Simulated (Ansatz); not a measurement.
# Ir (Fm-3m) in Ansatz: further runs

Aim: see how the results for Ir move with the level of theory and the settings. Levels: B3LYP, r2SCAN50, HF. Tasks: relaxation of cell and atoms, single point.

Program: Ansatz 0.2.0. These are calculated values, not measurements. Logs are shortened: lines on timing, memory, paths and dates and some standing lists are left out, and cuts for length are marked.

### Step 1. Starting point

The structure is cubic, space group Fm-3m (No. 225). The conventional cell has a = 3.831 Å, b = 3.831 Å, c = 3.831 Å, α = 90.00°, β = 90.00°, γ = 90.00°. Around Ir (site symmetry m-3m) lie 12 Ir at 2.71 Å.

### Step 2. Relaxation of cell and atoms, B3LYP

The input, input.yaml:

```yaml
crystal:
  lattice:
    - [0.0, 1.9156, 1.9156]
    - [1.9156, 0.0, 1.9156]
    - [1.9156, 1.9156, 0.0]
  atoms:
    - { symbol: Ir, position: [0.0, 0.0, 0.0] }
hamiltonian:
  xc: b3lyp
  pseudopotentials: { kind: paw }
kpoints:
  mp_grid: { grid: [6, 6, 6] }
scf:
  occupations: { method: fermi_dirac, width: 0.05 }
output:
  forces: true
  stress: true
relax:
  f_tol: 0.01
  max_steps: 40
  cell: { stress_tol: 0.05 }
```

Potentials or basis: Ansatz PAW.

Run with:

```
$ ansatz run input.yaml --threads 2 --pin off --max-ram 5632MiB --backend cpu --events-out ev --progress --plain --runs-dir out
```

Standard output:

```text
Warning: RAYON_NUM_THREADS=2 ignored (pool sized by the plan → 2); use --threads N
Engine: ansatz 0.2.0, aarch64-unknown-linux-gnu
Pseudopotentials: kind: paw
Pseudopotential: Ir, paw, valence charge 17, recommended cutoff 420 eV (normal), Ir.paw.azcp
Functional definition: B3LYP
  parameter a0 = 0.2
  parameter ax = 0.72
  parameter ac = 0.81
  exchange = (1 - a0 - ax)*slater_x + ax*b88_x + a0*exact_x
  correlation = (1 - ac)*vwn_rpa_c + ac*lyp_c
Crystal: 1 atoms, lattice volume = 14.059 Å³
Basis set: ecut = 420 eV, 283 PW (Γ), exchange–correlation on 40×40×40 points (8 copies of the dense FFT grid, shifted against one another)
Bands: 13, of which v1, the nominal top of the filled ones, is band 9 counted from 1 (8 counted from 0)
Symmetry: 48 space group operations
Space group: Fm-3m (ITA 225), of the structure as read, at distance tolerance 2.4e-5 Å
k-points: 16 of 216
Non-local potential: Ir, projectors of the file, l = 0: 3, l = 1: 2, l = 2: 2, l = 3: 1
PAW form: soft (Blöchl's): semilocal exchange-correlation on the pseudo side does not see the compensation charge
PAW frozen core: Ir, regenerated for the run's functional, and the local potential with it (the file was generated under x = pbe(κ = 0.804, μ = 0.2195149727645171), c = pbe(β = 0.06672455060314922))
PAW one-centre angular grid: Ir, 590 points (default); XC on 64 Gauss nodes
Initial density: superposition of atomic densities (neutral atoms: chi_scale 0, normalization atom), corrected by the library's trained network
Initial wavefunctions: pseudopotential atomic-orbital guess
Functional: x = 0.1 slater + 0.9 b88, c = 0.19 vwn_rpa + 0.81 lyp, warm-up for x = 0.08 slater + 0.72 b88 + 0.2 exact, c = 0.19 vwn_rpa + 0.81 lyp
SCF iter   1: F=—  HF=-11948.966808 eV  |F-HF|=—  |Δ(HF+E_count)|=         —  Δρ=1.28e-2  dr2=1.40e-2  ethr=1.77e-3  ⟨swp⟩=6.4  Hψ=843  notcnv=0
preconditioner: auto → none  [metal: Δε(μ)=0.124 eV  Ē_g=14.420 eV  σ=0.050 eV  W_gap=0.46  n_scr=0 (ndim 8)  ℏωp=29.7 eV  f_vac=0.000  D(μ)=1.07/eV (n_scr^D=14)]
iter 2 solved again at ethr=5.79e-6 eV; its pass at ethr=8.21e-5 eV (dr2=9.84e-4 eV) is discarded
SCF iter   2: F=—  HF=-11948.964798 eV  |F-HF|=—  |Δ(HF+E_count)|=   2.01e-3  Δρ=5.08e-3  dr2=1.00e-3  ethr=5.79e-6  ⟨swp⟩=2.0  Hψ=808  notcnv=0
SCF iter   3: F=—  HF=-11948.964903 eV  |F-HF|=—  |Δ(HF+E_count)|=   1.05e-4  Δρ=2.28e-3  dr2=2.01e-4  ethr=5.79e-6  ⟨swp⟩=2.7  Hψ=363  notcnv=0
SCF iter   4: F=—  HF=-11948.964996 eV  |F-HF|=—  |Δ(HF+E_count)|=   9.22e-5  Δρ=1.81e-4  dr2=9.68e-7  ethr=1.18e-6  ⟨swp⟩=2.2  Hψ=351  notcnv=0
SCF iter   5: F=—  HF=-11948.964997 eV  |F-HF|=—  |Δ(HF+E_count)|=   1.82e-6  Δρ=9.24e-6  dr2=2.89e-9  ethr=5.69e-9  ⟨swp⟩=3.0  Hψ=424  notcnv=0
SCF iter   6: F=—  HF=-11948.964997 eV  |F-HF|=—  |Δ(HF+E_count)|=   1.09e-9  Δρ=1.92e-6  dr2=9.37e-11  ethr=1.70e-11  ⟨swp⟩=3.0  Hψ=422  notcnv=0
SCF iter   7: F=-11948.964997 eV  HF=-11948.964997 eV  |F-HF|=3.64e-12  |Δ(HF+E_count)|=  1.16e-10  Δρ=1.54e-7  dr2=1.54e-12  ethr=1.00e-12  ⟨swp⟩=3.0  Hψ=410  notcnv=0
SCF 1 converged in 7 iterations: F = -11948.964997 eV  dr2 = 1.54e-12
[... 176 lines left out ...]
SCF iter   2: F=—  HF=-11948.159531 eV  |F-HF|=—  |Δ(HF+E_count)|=  6.18e-11  Δρ=1.44e-6  dr2=5.34e-11  ethr=1.43e-12  ⟨swp⟩=3.7  Hψ=459  notcnv=0  defer=14
SCF iter   3: F=-11948.159531 eV  HF=-11948.159531 eV  |F-HF|=0.00e0  |Δ(HF+E_count)|=  2.18e-11  Δρ=8.78e-8  dr2=3.48e-13  ethr=1.00e-12  ⟨swp⟩=2.0  Hψ=345  notcnv=0
SCF 19 converged in 3 iterations: F = -11948.159531 eV  dr2 = 3.48e-13
  Residual-converged pass: ⟨swp⟩=3.4  Hψ=489  notcnv=0  max |occ|·‖R‖ = 9.5e-9 eV (tolerance 1.0e-8 eV)  dr2=3.44e-13  dr2_onsite=7.12e-14  max |Δocc| = 3.9e-14
hybrid outer 2: dexx = +8.297e-11 eV, tail = 3.49e-12 eV, Δε = 6.90e-5 eV (about 1.65e-6 eV left of the loop's levels)
relax step   6: F+E_penalty+E_count = -11948.15953085 eV  Δ(F+E_penalty+E_count) = -2.308e-4 eV  max|allowed force component| = 0.000e0 eV/Å  Δτ_max = 0.0000 Å  P = -0.006 GPa  Ω = 14.701 Å³  stress off target by 6.14e-3 GPa  SCF on the basis re-selected at this cell (its energy is not comparable with the rows above)  (8 SCF iters)
basis re-selected at this cell: Δ(F+E_penalty+E_count) = -2.308e-4 eV, ΔP = -0.010 GPa vs the last step (what re-selecting the basis moved, of the pressure what is left beyond the Pulay correction that the steps carried, after the strain that the cell walked since its last selection, with what the two solves' SCF thresholds leave and, on support functions, any second-order correction that the steps lacked; it is no measure of the basis error at this ecutwfc). This SCF's stress stands 6.14e-3 GPa from its target on what of the cell is left free (relax.cell.stress_tol is 5.00e-2 GPa) and its largest allowed force component is 0.00e0 eV/Å (relax.f_tol is 1.00e-2 eV/Å): within both
hybrid SCF converged: 2 outer / 8 inner (+0 warm-up), last move |dexx| = 8.30e-11 eV, tail = 3.49e-12 eV
Stability not checked: this state was not tested for a lower state beside it, because the functional holds exact exchange (a hybrid, or Hartree-Fock), whose exchange loop this test does not read (fock_operator; see scf.lower_state_search)
Free energy (F): -11948.159531 eV
Frozen-core exchange: fock
Harris-Foulkes:  -11948.159531 eV  (|F-HF|=0.00e0)
Internal energy: -11948.155520 eV  (E = F + TS)
E sigma→0 (E₀):  -11948.157525 eV
Entropy (-TS):   -0.004011 eV (-4.011 meV/atom)
Fermi energy:    24.041741 eV
--- Per-component energies (eV) ---
  E_band       = -130.318197
  E_kinetic    = 622.735092
  E_local      = -1109.683514  (includes V_loc(G=0)·N_el)
  E_nonlocal   = 73.708195
  E_hartree    = 423.665455
  E_xc         = -217.424972
  E_vxc        = -242.006845  (∫ρ·V_xc dr)
  E_exx        = -51.053162  (= α·E_x^exact, valence–valence)
  E_paw        = -9235.222889  (= ΣΔE_a)
  E_vpaw       = -220.295736  (= ΣTr[D̂ρ^β])
  E_aug_tail   = 0.000033  (compensation charges beyond the density's cutoff)
  E_ewald      = -2453.252308
  E_core_change = -1.627450  (= ΣΔE_core)
  E_smearing   = -0.004011  (= −TS)
  E_closure    = -0.000000  (closes the sum)
  Σ components = -11948.159531   (vs F -11948.159531, Δ=0.00e0)
--- Forces (eV/Å), atoms counted from 1 ---
  atom   1  Ir    -0.00000000    -0.00000000    -0.00000000
  max |Σ_I F_I| component: 3.29e-32 eV/Å
--- Stress (GPa, compression-positive) ---
       -0.006142      -0.000000      -0.000000
       -0.000000      -0.006142      -0.000000
       -0.000000      -0.000000      -0.006142
  P = ⅓ Tr σ = -0.0061 GPa (-0.061 kbar)
--- Band table (eV; the first three rows and the last of 16) ---
  k-point 0: bands = ["-71.9378", "-27.2997", "-27.2997", "-27.2997", "12.8922", "20.1011", "20.1011", "20.1011", "22.7209", "22.7209", "39.7273"]
  k-point 1: bands = ["-71.9209", "-27.5060", "-27.3275", "-27.3275", "14.0994", "19.6747", "20.5283", "20.5283", "22.7106", "22.7106", "41.3414"]
  k-point 2: bands = ["-71.8876", "-27.9109", "-27.3870", "-27.3870", "15.8166", "20.2675", "20.2675", "20.8743", "24.5553", "24.5553", "36.8956"]
  k-point 15: bands = ["-71.8493", "-27.9520", "-27.7224", "-27.6076", "17.1546", "17.8027", "21.1935", "23.1076", "26.5203", "32.2832", "33.8885"]
  guard bands above this table: 2 of the run's 13 bands. The solve was not asked for them (output.publish_guard_bands: true or output.eigenvalues: true publishes all)
--- Relaxed structure (5 steps of the walk, 4 accepted, 1 SCFs on fresh bases) ---
  F+E_penalty+E_count = -11948.15953085 eV   max|allowed force component| = 0.000e0 eV/Å   (the final SCF, on the basis selected at the relaxed cell)
  cell:  # Å, volume = 14.7011 Å³
    - [5.087411233994256e-34, 1.9443467143693345, 1.9443467143693345]
    - [1.9443467143693345, 4.3788281417689954e-35, 1.9443467143693345]
    - [1.9443467143693345, 1.9443467143693345, 5.5412170857739545e-34]
  atoms:
    - { symbol: Ir, position: [0.0, 0.0, 0.0] }
```

Wall time 20 s (2 threads of Arm Neoverse V2, shared host); peak memory 0.53 GiB.

Results:

| Property | Result |
| --- | --- |
| Free energy | -11948.1595 eV |
| Relaxed volume | 14.70 Å³/atom |
| Relaxed cell | a = 2.750 Å, b = 2.750 Å, c = 2.750 Å, α = 60.00°, β = 60.00°, γ = 60.00° |
| Space group after relaxing (to 0.05 Å) | Fm-3m (No. 225) |
| Energy gained by relaxing | 32.3 meV/atom |
| Ionic steps | 5 |
| Pressure after relaxing | 0.0 GPa |
| Band gap on the k mesh | none (metal or under the smearing width) |

Step by step:
```
step  energy change (eV)  largest force (eV/Å)  volume (Å³)
   1              0.0000                0.0000        14.06
   2             -0.0313                0.0000        14.80
   3             -0.0320                0.0000        14.71
   4             -0.0320                0.0000        14.70
   5             -0.0323                0.0000        14.70
```

Final structure:
```
Ir
1.0
     0.00000    1.94435    1.94435
     1.94435    0.00000    1.94435
     1.94435    1.94435    0.00000
Ir
1
Direct
  0.00000 0.00000 0.00000
```

Levels at points of the mesh, in eV from the Fermi level:
```csv
k point,band 6,band 7,band 8,band 9,band 10,band 11
"(0.00, 0.00, 0.00)",-3.94,-3.94,-3.94,-1.32,-1.32,15.69
"(0.00, 0.00, -0.50)",-4.12,-4.12,0.35,1.81,1.81,8.65
"(0.00, -0.50, -0.50)",-7.42,1.43,2.42,2.42,2.85,11.89
```

Caveat: the k mesh is coarse (spacing up to 0.47 Å⁻¹), so the values aren't converged, least of all with exact exchange; the plane-wave basis is chosen anew once the cell has moved, so the energies of steps on either side of that aren't comparable; the PAW data sets come from PBE, with cores solved anew for the run's functional, which leaves a small shift of forces and pressure.

### Step 3. Single point, r2SCAN50

Changes to input.yaml since step 2:

```diff
@@ -8,3 +8,3 @@
 hamiltonian:
-  xc: b3lyp
+  xc: r2scan50
   pseudopotentials: { kind: paw }
@@ -17,5 +17,2 @@
   stress: true
-relax:
-  f_tol: 0.01
-  max_steps: 40
-  cell: { stress_tol: 0.05 }
+  eigenvalues: true
```

Potentials or basis: Ansatz PAW.

Run with:

```
$ ansatz run input.yaml --threads 2 --pin off --max-ram 5632MiB --backend cpu --events-out ev --progress --plain --runs-dir out
```

It took 9.8 s on 2 threads of Arm Neoverse V1, shared host; peak memory 0.6 GiB.

Results (log left out):

* Free energy: -11940.6322 eV
* Pressure: -17.0 GPa
* Band gap on the k mesh: none (metal or under the smearing width)

Levels at points of the mesh, in eV from the Fermi level:
```tsv
k point	band 5	band 6	band 7	band 8	band 9	band 10	band 11	band 12
(0.00, 0.00, 0.00)	-13.80	-5.36	-5.36	-5.36	-2.43	-2.43	17.27	23.45
(0.00, 0.00, -0.50)	-10.44	-5.78	-5.78	-0.95	2.78	2.78	11.28	16.99
(0.00, -0.50, -0.50)	-10.55	-9.66	1.71	3.17	3.64	3.64	14.94	15.18
```

Caveat: the k mesh is coarse (spacing up to 0.47 Å⁻¹), so the values aren't converged, least of all with exact exchange; so large a pressure means that the cell lies far from this level's equilibrium, or that cutoff or potentials fall short; the PAW data sets come from PBE, with cores solved anew for the run's functional, which leaves a small shift of forces and pressure; the thresholds are loose for stress.

### Step 4. Single point, HF

Changes to input.yaml since step 3:

```diff
@@ -8,3 +8,3 @@
 hamiltonian:
-  xc: r2scan50
+  xc: hf
   pseudopotentials: { kind: paw }
@@ -18 +18,5 @@
   eigenvalues: true
+  write_density: true
+  write_potential: true
+  elf: true
+  volumetric_format: npy
```

Run with:

```
$ ansatz run input.yaml --threads 2 --pin off --max-ram 5632MiB --backend cpu --events-out ev --progress --plain --runs-dir out
```

Run time: 11 s. Hardware: 2 threads of Arm Neoverse V1, shared host; peak memory 0.51 GiB.

Results (log left out):

* Free energy: -11801.5702 eV
* Pressure: -2.1 GPa
* Band gap on the k mesh: none (metal or under the smearing width)

Levels at points of the mesh, in eV from the Fermi level:
| k point | band 6 | band 7 | band 8 | band 9 | band 10 | band 11 |
| --- | --- | --- | --- | --- | --- | --- |
| (0.00, 0.00, 0.00) | -7.20 | -7.20 | -7.20 | -4.82 | -4.82 | 19.81 |
| (0.00, 0.00, -0.50) | -8.30 | -8.30 | -1.58 | 3.83 | 3.83 | 14.34 |
| (0.00, -0.50, -0.50) | -12.24 | 1.11 | 4.01 | 5.24 | 5.24 | 17.83 |

Caveat: the k mesh is coarse (spacing up to 0.47 Å⁻¹), so the values aren't converged, least of all with exact exchange; the PAW data sets come from PBE, with cores solved anew for the run's functional, which leaves a small shift of forces and pressure; the thresholds are loose for stress. Spin-orbit coupling is left out, which matters for the levels of Ir.

### Step 5. Relaxation of cell and atoms, HF

Changes to input.yaml since step 4:

```diff
@@ -17,3 +17,2 @@
   stress: true
-  eigenvalues: true
   write_density: true
@@ -22 +21,5 @@
   volumetric_format: npy
+relax:
+  f_tol: 0.01
+  max_steps: 40
+  cell: { stress_tol: 0.05 }
```

Potentials or basis: Ansatz PAW.

Run with:

```
$ ansatz run input.yaml --threads 2 --pin off --max-ram 5632MiB --backend cpu --events-out ev --progress --plain --runs-dir out
```

Standard output:

```text
Warning: RAYON_NUM_THREADS=2 ignored (pool sized by the plan → 2); use --threads N
Engine: ansatz 0.2.0, aarch64-unknown-linux-gnu
Pseudopotentials: kind: paw
Pseudopotential: Ir, paw, valence charge 17, recommended cutoff 420 eV (normal), Ir.paw.azcp
Functional definition: HF
  exchange = exact_x
  correlation = 0
Crystal: 1 atoms, lattice volume = 14.059 Å³
Basis set: ecut = 420 eV, 283 PW (Γ)
Bands: 13, of which v1, the nominal top of the filled ones, is band 9 counted from 1 (8 counted from 0)
Symmetry: 48 space group operations
Space group: Fm-3m (ITA 225), of the structure as read, at distance tolerance 2.4e-5 Å
k-points: 16 of 216
Non-local potential: Ir, projectors of the file, l = 0: 3, l = 1: 2, l = 2: 2, l = 3: 1
PAW form: soft (Blöchl's): semilocal exchange-correlation on the pseudo side does not see the compensation charge
PAW frozen core: Ir, regenerated for the run's functional, and the local potential with it (the file was generated under x = pbe(κ = 0.804, μ = 0.2195149727645171), c = pbe(β = 0.06672455060314922))
PAW one-centre angular grid: Ir, 590 points (default); XC on 64 Gauss nodes
Initial density: superposition of atomic densities (neutral atoms: chi_scale 0, normalization atom), corrected by the library's trained network
Initial wavefunctions: pseudopotential atomic-orbital guess
Functional: x = pbe(κ = 0.804, μ = 0.2195149727645171), c = none, warm-up for x = 0 pbe(κ = 0.804, μ = 0.2195149727645171) + 1 exact, c = none
SCF iter   1: F=—  HF=-11806.041472 eV  |F-HF|=—  |Δ(HF+E_count)|=         —  Δρ=2.43e-2  dr2=5.13e-2  ethr=1.77e-3  ⟨swp⟩=6.3  Hψ=839  notcnv=0
[... 280 lines left out ...]
Entropy (-TS):   -0.006251 eV (-6.251 meV/atom)
Fermi energy:    25.883287 eV
--- Per-component energies (eV) ---
  E_band       = -226.359167
  E_kinetic    = 620.356713
  E_local      = -1034.344370  (includes V_loc(G=0)·N_el)
  E_nonlocal   = 73.189999
  E_hartree    = 396.577060
  E_xc         = 0.000000
  E_vxc        = 0.000000  (∫ρ·V_xc dr)
  E_exx        = -255.524402  (= α·E_x^exact, valence–valence)
  E_paw        = -9099.069457  (= ΣΔE_a)
  E_vpaw       = -167.666859  (= ΣTr[D̂ρ^β])
  E_aug_tail   = 0.000038  (compensation charges beyond the density's cutoff)
  E_ewald      = -2494.248391
  E_core_change = -8.501644  (= ΣΔE_core)
  E_smearing   = -0.006251  (= −TS)
  E_closure    = 0.000000  (closes the sum)
  Σ components = -11801.570703   (vs F -11801.570703, Δ=1.82e-12)
--- Forces (eV/Å), atoms counted from 1 ---
  atom   1  Ir    -0.00000000    -0.00000000     0.00000000
  max |Σ_I F_I| component: 3.80e-32 eV/Å
--- Stress (GPa, compression-positive) ---
       -0.043765      -0.000000      -0.000000
       -0.000000      -0.043765      -0.000000
       -0.000000      -0.000000      -0.043765
  P = ⅓ Tr σ = -0.0438 GPa (-0.438 kbar)
--- Band table (eV; the first three rows and the last of 16) ---
  k-point 0: bands = ["-85.2907", "-36.1003", "-36.1003", "-36.1003", "9.3584", "18.6524", "18.6524", "18.6524", "21.0751", "21.0751", "45.6883"]
  k-point 1: bands = ["-85.2535", "-36.4838", "-36.1464", "-36.1464", "11.0262", "18.1610", "19.1486", "19.1486", "21.7518", "21.7518", "47.7642"]
  k-point 2: bands = ["-85.1824", "-37.2389", "-36.2644", "-36.2644", "12.9554", "18.1431", "18.1431", "20.2022", "27.2541", "27.2541", "44.0687"]
  k-point 15: bands = ["-85.1004", "-37.3160", "-36.8880", "-36.6688", "13.6875", "15.3602", "20.6042", "22.0118", "31.4303", "38.5439", "41.2333"]
  guard bands above this table: 2 of the run's 13 bands. The solve was not asked for them (output.publish_guard_bands: true or output.eigenvalues: true publishes all)
--- Relaxed structure (3 steps of the walk, 2 accepted, 1 SCFs on fresh bases) ---
  F+E_penalty+E_count = -11801.57070269 eV   max|allowed force component| = 0.000e0 eV/Å   (the final SCF, on the basis selected at the relaxed cell)
  cell:  # Å, volume = 13.9881 Å³
    - [3.0572232197373543e-34, 1.9123889512878638, 1.9123889512878638]
    - [1.9123889512878638, 2.0063027379526388e-34, 1.9123889512878638]
    - [1.9123889512878638, 1.9123889512878638, 2.0063027379526388e-34]
  atoms:
    - { symbol: Ir, position: [0.0, 0.0, 0.0] }
```

It took 27 s on 2 threads of Arm Neoverse V1, shared host; peak memory 0.53 GiB.

Results:

```
Free energy                            : -11801.5707 eV
Relaxed volume                         : 13.99 Å³/atom
Relaxed cell                           : a = 2.705 Å, b = 2.705 Å, c = 2.705 Å, α = 60.00°, β = 60.00°, γ = 60.00°
Space group after relaxing (to 0.05 Å) : Fm-3m (No. 225)
Energy gained by relaxing              : 0.5 meV/atom
Ionic steps                            : 3
Pressure after relaxing                : 0.0 GPa
Band gap on the k mesh                 : none (metal or under the smearing width)
```

The path:
```tsv
step	energy change (eV)	largest force (eV/Å)	volume (Å³)
1	0.0000	0.0000	14.06
2	-0.0005	0.0000	13.99
3	-0.0005	0.0000	13.99
```

Final structure:
```cif
data_structure
_symmetry_space_group_name_H-M 'P 1'
_symmetry_Int_Tables_number 1
_cell_length_a 2.7045
_cell_length_b 2.7045
_cell_length_c 2.7045
_cell_angle_alpha 60.000
_cell_angle_beta 60.000
_cell_angle_gamma 60.000
_cell_volume 13.99
loop_
_atom_site_label
_atom_site_type_symbol
_atom_site_fract_x
_atom_site_fract_y
_atom_site_fract_z
_atom_site_occupancy
Ir1 Ir 0.00000 0.00000 0.00000 1
```

Caveat: the k mesh is coarse (spacing up to 0.47 Å⁻¹), so the values aren't converged, least of all with exact exchange; the plane-wave basis is chosen anew once the cell has moved, so the energies of steps on either side of that aren't comparable; the PAW data sets come from PBE, with cores solved anew for the run's functional, which leaves a small shift of forces and pressure.

### Step 6. Summary

| task | level | cell | cutoff (eV) | gap on the mesh (eV) | pressure (GPa) | relaxed volume (Å³/atom) |
| --- | --- | --- | --- | --- | --- | --- |
| relaxation of cell and atoms | B3LYP | relaxed | 420 | none | 0.0 | 14.70 |
| single point | r2SCAN50 | as given | 500 | none | -17.0 | - |
| single point | HF | as given | 420 | none | -2.1 | - |
| relaxation of cell and atoms | HF | relaxed | 420 | none | 0.0 | 13.99 |

Alike in all rows: potentials or basis Ansatz PAW; no spin polarisation; k mesh 6 × 6 × 6; smearing fermi-dirac 0.05 eV; the mesh is coarse, so values aren't converged.

Caveats: all runs use coarse meshes; the PAW data sets come from PBE, with cores solved anew for the run's functional, which leaves a small shift of forces and pressure; the plane-wave basis is chosen anew once the cell has moved, so the energies of steps on either side of that aren't comparable (some runs); the thresholds are loose for stress (some runs); so large a pressure means that the cell lies far from this level's equilibrium, or that cutoff or potentials fall short (some runs).

Absolute energies hang on the potentials; compare differences alone.
